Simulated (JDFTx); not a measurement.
The system is Sb.

```
CELL_PARAMETERS angstrom
2.15420 1.24373 3.75800
-2.15420 1.24373 3.75800
0.00000 -2.48746 3.75800
ATOMIC_POSITIONS crystal
Sb 0.76651 0.76651 0.76651
Sb 0.23349 0.23349 0.23349
```

| Item | Value |
| --- | --- |
| Program | JDFTx 1.7.0 (patched build) |
| Task | relaxation of cell and atoms |
| Functional | r2SCAN |
| Potentials or basis | SG15-PBE-1.2 with smoothed tails |
| Cutoff | 1088 eV |
| Density cutoff | 8708 eV |
| k mesh | 3 × 3 × 3 |
| Occupations | fermi-dirac, width 0.05 eV |
| Spin | no spin polarisation |

At the start: pressure 0.9 GPa; volume 30.21 Å³/atom.

**Question.** How do energy, volume and symmetry change on relaxing?

**Answer.** Over 8 steps the energy falls by 15.5 meV/atom and the volume is 31.22 Å³/atom (+3.4 %); space group R-3m (No. 166, to 0.05 Å).

The path:
| step | energy change (eV) | largest force (eV/Å) | pressure (GPa) | volume (Å³) |
| --- | --- | --- | --- | --- |
| 1 | 0.0000 | 0.4030 | 0.88 | 60.41 |
| 2 | -0.0099 | 0.2977 | 1.02 | 60.53 |
| 3 | -0.0283 | 0.0057 | 0.72 | 61.61 |
| 4 | -0.0302 | 0.0358 | 0.24 | 62.09 |
| 5 | -0.0309 | 0.0203 | -0.03 | 62.46 |
| 6 | -0.0311 | 0.0064 | 0.01 | 62.46 |
| 7 | -0.0311 | 0.0015 | 0.00 | 62.45 |
| 8 | -0.0311 | 0.0003 | 0.00 | 62.45 |

Final structure:
```
CELL_PARAMETERS angstrom
2.18908 1.26387 3.76186
-2.18908 1.26387 3.76186
0.00000 -2.52773 3.76186
ATOMIC_POSITIONS crystal
Sb 0.77145 0.77145 0.77145
Sb 0.22855 0.22855 0.22855
```

Caveat: the k mesh is coarse (spacing up to 0.59 Å⁻¹), so the values aren't converged; meta-GGA forces are noisy on this grid; the potentials were made for another functional, which shifts forces and pressure.
